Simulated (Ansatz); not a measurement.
(210) slab cut from the bulk of SiC, F-43m (No. 216); the slab's formula is SiC:

```
CELL_PARAMETERS angstrom
4.35629 0.00000 0.00000
-2.17814 4.87048 0.00000
0.00000 0.00000 26.20210
ATOMIC_POSITIONS crystal
C 0.10000 0.70000 0.28624
Si 0.70000 0.40000 0.30482
C 0.80000 0.10000 0.32341
Si 0.40000 0.80000 0.34200
C 0.50000 0.50000 0.36059
Si 0.10000 0.20000 0.37918
C 0.20000 0.90000 0.39777
Si 0.80000 0.60000 0.41635
C 0.90000 0.30000 0.43494
Si 0.50000 0.00000 0.45353
C 0.60000 0.70000 0.47212
Si 0.20000 0.40000 0.49071
C 0.30000 0.10000 0.50929
Si 0.90000 0.80000 0.52788
C 0.00000 0.50000 0.54647
Si 0.60000 0.20000 0.56506
C 0.70000 0.90000 0.58365
Si 0.30000 0.60000 0.60223
C 0.40000 0.30000 0.62082
Si 0.00000 0.00000 0.63941
C 0.10000 0.70000 0.65800
Si 0.70000 0.40000 0.67659
C 0.80000 0.10000 0.69518
Si 0.40000 0.80000 0.71376
```

Method: DFT r2SCAN, scalar-relativistic, plane waves, PAW (Ansatz). Plane waves to 500 eV, a k mesh through Γ of 7×6×1 on the computed 24-atom cell and Gaussian smearing (0.05 eV); no spin polarisation. The cell repeats along c with a dipole correction in the vacuum.

(1) What forces act on the atoms?

Results:

(1)
```json
{"atom": "C1", "Fx (eV/Å)": "-1.512", "Fy (eV/Å)": "-0.987", "Fz (eV/Å)": "0.606"}
{"atom": "Si2", "Fx (eV/Å)": "2.800", "Fy (eV/Å)": "1.302", "Fz (eV/Å)": "1.345"}
{"atom": "C3", "Fx (eV/Å)": "-0.509", "Fy (eV/Å)": "-0.363", "Fz (eV/Å)": "0.372"}
{"atom": "Si4", "Fx (eV/Å)": "0.032", "Fy (eV/Å)": "0.431", "Fz (eV/Å)": "-1.320"}
{"atom": "C5", "Fx (eV/Å)": "-0.794", "Fy (eV/Å)": "-0.463", "Fz (eV/Å)": "-0.452"}
{"atom": "Si6", "Fx (eV/Å)": "-0.200", "Fy (eV/Å)": "-0.100", "Fz (eV/Å)": "-0.907"}
{"atom": "C7", "Fx (eV/Å)": "-0.160", "Fy (eV/Å)": "0.006", "Fz (eV/Å)": "0.359"}
{"atom": "Si8", "Fx (eV/Å)": "0.517", "Fy (eV/Å)": "0.132", "Fz (eV/Å)": "-0.077"}
{"atom": "C9", "Fx (eV/Å)": "-0.057", "Fy (eV/Å)": "0.069", "Fz (eV/Å)": "0.196"}
{"atom": "Si10", "Fx (eV/Å)": "-0.028", "Fy (eV/Å)": "0.045", "Fz (eV/Å)": "-0.073"}
{"atom": "C11", "Fx (eV/Å)": "-0.101", "Fy (eV/Å)": "-0.069", "Fz (eV/Å)": "-0.118"}
{"atom": "Si12", "Fx (eV/Å)": "-0.007", "Fy (eV/Å)": "-0.019", "Fz (eV/Å)": "0.020"}
{"atom": "C13", "Fx (eV/Å)": "-0.037", "Fy (eV/Å)": "0.011", "Fz (eV/Å)": "0.011"}
{"atom": "Si14", "Fx (eV/Å)": "0.078", "Fy (eV/Å)": "-0.019", "Fz (eV/Å)": "0.034"}
{"atom": "C15", "Fx (eV/Å)": "-0.070", "Fy (eV/Å)": "0.068", "Fz (eV/Å)": "0.038"}
{"atom": "Si16", "Fx (eV/Å)": "0.101", "Fy (eV/Å)": "0.016", "Fz (eV/Å)": "0.176"}
{"atom": "C17", "Fx (eV/Å)": "-0.101", "Fy (eV/Å)": "-0.026", "Fz (eV/Å)": "-0.162"}
{"atom": "Si18", "Fx (eV/Å)": "0.224", "Fy (eV/Å)": "-0.198", "Fz (eV/Å)": "0.131"}
{"atom": "C19", "Fx (eV/Å)": "-0.368", "Fy (eV/Å)": "0.082", "Fz (eV/Å)": "-0.172"}
{"atom": "Si20", "Fx (eV/Å)": "-0.126", "Fy (eV/Å)": "0.477", "Fz (eV/Å)": "1.182"}
{"atom": "C21", "Fx (eV/Å)": "-0.762", "Fy (eV/Å)": "0.255", "Fz (eV/Å)": "0.390"}
{"atom": "Si22", "Fx (eV/Å)": "0.563", "Fy (eV/Å)": "-0.445", "Fz (eV/Å)": "-0.081"}
{"atom": "C23", "Fx (eV/Å)": "-1.814", "Fy (eV/Å)": "-0.237", "Fz (eV/Å)": "-0.338"}
{"atom": "Si24", "Fx (eV/Å)": "2.332", "Fy (eV/Å)": "0.031", "Fz (eV/Å)": "-1.160"}
```

Cost: 1 run of about 6.4 core-minutes, on Arm Neoverse V1 (shared hosts).